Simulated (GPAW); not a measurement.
AlCu3: relaxation of cell and atoms with PBEsol

AlCu3:

```xyz
4
Lattice="0.0000 2.8880 2.8880 2.8880 0.0000 2.8880 2.8880 2.8880 0.0000" Properties=species:S:1:pos:R:3 pbc="T T T"
Cu    4.3320    4.3320    4.3320
Cu    1.4440    1.4440    1.4440
Cu    2.8880    2.8880    2.8880
Al    0.0000    0.0000    0.0000
```

The cell comes from a database or a generator and needn't be the stable form of this composition.

```json
{
  "Program": "GPAW 26.7.0",
  "Task": "relaxation of cell and atoms",
  "Functional": "PBEsol",
  "Potentials or basis": "PAW data sets generated in the run's folder for this functional",
  "Cutoff": "600 eV",
  "Basis": "pw",
  "k mesh": "8 × 8 × 8",
  "Occupations": "fermi-dirac, width 0.05 eV",
  "Spin": "no spin polarisation",
  "Target pressure": "5 GPa",
  "Maxiter": "150",
  "Optimizer": "BFGS",
  "Fmax": "0.02 eV/Å",
  "Max steps": "60",
  "Convergence": "density=1e-05 forces=0.0001"
}
```

```
Relaxed volume                                         : 11.72 Å³/atom
Relaxed cell                                           : a = 4.048 Å, b = 4.048 Å, c = 4.048 Å, α = 60.00°, β = 60.00°, γ = 60.00°
Space group after relaxing (to 0.05 Å)                 : Fm-3m (No. 225)
Energy change on relaxing (the enthalpy is what falls) : +6.1 meV/atom
Ionic steps                                            : 3
Pressure after relaxing                                : 5.1 GPa
Band gap on the k mesh                                 : none (metal or under the smearing width)
```

The path:
| step | energy change (eV) | largest force (eV/Å) | pressure (GPa) | volume (Å³) |
| --- | --- | --- | --- | --- |
| 1 | 0.0000 | 0.0000 | 0.71 | 48.18 |
| 2 | 0.0012 | 0.0000 | 1.24 | 48.01 |
| 3 | 0.0243 | 0.0000 | 5.13 | 46.89 |

Final structure:
```
CELL_PARAMETERS angstrom
0.00000 2.86202 2.86202
2.86202 0.00000 2.86202
2.86202 2.86202 0.00000
ATOMIC_POSITIONS crystal
Cu 0.75000 0.75000 0.75000
Cu 0.25000 0.25000 0.25000
Cu 0.50000 0.50000 0.50000
Al 0.00000 0.00000 0.00000
```

Levels at points of the mesh, in eV from the Fermi level:
| k point | band 14 | band 15 | band 16 | band 17 | band 18 | band 19 | band 20 | band 21 | band 22 | band 23 |
| --- | --- | --- | --- | --- | --- | --- | --- | --- | --- | --- |
| (0.00, 0.00, 0.00) | -2.66 | -2.54 | -2.54 | 3.79 | 3.79 | 3.79 | 4.27 | 4.27 | 4.27 | 5.38 |
| (0.50, 0.50, 0.00) | -2.40 | -2.40 | -2.36 | -2.26 | -2.26 | -2.14 | 2.07 | 2.48 | 11.07 | 11.07 |
| (0.50, 0.50, 0.50) | -2.66 | -2.49 | -2.49 | -2.20 | 2.69 | 2.69 | 3.00 | 3.00 | 3.78 | 5.74 |

Run time: 110 s on 1 thread of Arm Neoverse V2 (shared host), peak memory 0.22 GiB.

Caveat: with this Cu data set, volumes or pressures lay over 1.5 % or 2 GPa off other programs in two to four cells of ten; later steps reuse the first step's grids.
